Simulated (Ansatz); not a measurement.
## Relaxation path: As (beta tin type)

DFT, PBE, PAW with Ansatz's default frozen-core files, scalar-relativistic (Ansatz 0.2.0); a Γ-centred 17×17×17 k mesh, Fermi–Dirac smearing of 0.1 eV, no spin polarisation. The run relaxes cell and atoms at a target pressure of 0 GPa.

Command: `ansatz run input.yaml --threads 1 --pin off --max-ram 2048MiB --backend cpu --events-out ev --progress --plain --runs-dir out` It took 76 s on 1 thread of Arm Neoverse V1 (shared host), peak memory 0.52 GiB.

PAW: frozen-core files, cutoff 420 eV; forces are relaxed below 0.005 eV/Å.

Each step lists its free energy a cell above the last geometry, the pressure, the cell vectors (Å), and Cartesian positions (Å) with forces (eV/Å).

The first step:

```
step 1  dF = 23.46 meV  P = 3.31 GPa
  cell -2.6106 2.6106 1.4358  2.6106 -2.6106 1.4358  2.6106 2.6106 -1.4358
  As 0.0000 -1.3053 -0.3590   0.0000 0.0000 0.0000
  As 0.0000 1.3053 0.3590   0.0000 0.0000 0.0000
```

Where does the relaxation end, and by which steps?

After 5 geometries, with conventional a, b, c = 5.344, 5.344, 2.843 Å, at 20.295 Å³/atom (+3.71 % against the start) in space group I4_1/amd, with a shortest distance of 2.765 Å. The further steps:
```
step 2  dF = 6.74 meV  P = -1.78 GPa
  cell -2.6834 2.6834 1.4442  2.6834 -2.6834 1.4442  2.6834 2.6834 -1.4442
  As 0.0000 -1.3417 -0.3611   0.0000 0.0000 0.0000
  As 0.0000 1.3417 0.3611   0.0000 0.0000 0.0000
step 3  dF = 0.59 meV  P = -0.27 GPa
  cell -2.6688 2.6688 1.4304  2.6688 -2.6688 1.4304  2.6688 2.6688 -1.4304
  As 0.0000 -1.3344 -0.3576   0.0000 0.0000 0.0000
  As 0.0000 1.3344 0.3576   0.0000 0.0000 0.0000
step 4  dF = 0.05 meV  P = 0.05 GPa
  cell -2.6695 2.6695 1.4232  2.6695 -2.6695 1.4232  2.6695 2.6695 -1.4232
  As 0.0000 -1.3347 -0.3558   0.0000 0.0000 0.0000
  As 0.0000 1.3347 0.3558   0.0000 0.0000 0.0000
step 5  dF = 0.00 meV  P = 0.00 GPa
  cell -2.6721 2.6721 1.4213  2.6721 -2.6721 1.4213  2.6721 2.6721 -1.4213
  As 0.0000 -1.3360 -0.3553   0.0000 0.0000 0.0000
  As 0.0000 1.3360 0.3553   0.0000 0.0000 0.0000
step 6  dF = -0.25 meV  P = 0.01 GPa  (same geometry on a basis chosen anew; earlier energies don't compare to the last digit)
  cell -2.6721 2.6721 1.4213  2.6721 -2.6721 1.4213  2.6721 2.6721 -1.4213
  As 0.0000 -1.3360 -0.3553   0.0000 0.0000 0.0000
  As 0.0000 1.3360 0.3553   0.0000 0.0000 0.0000
```
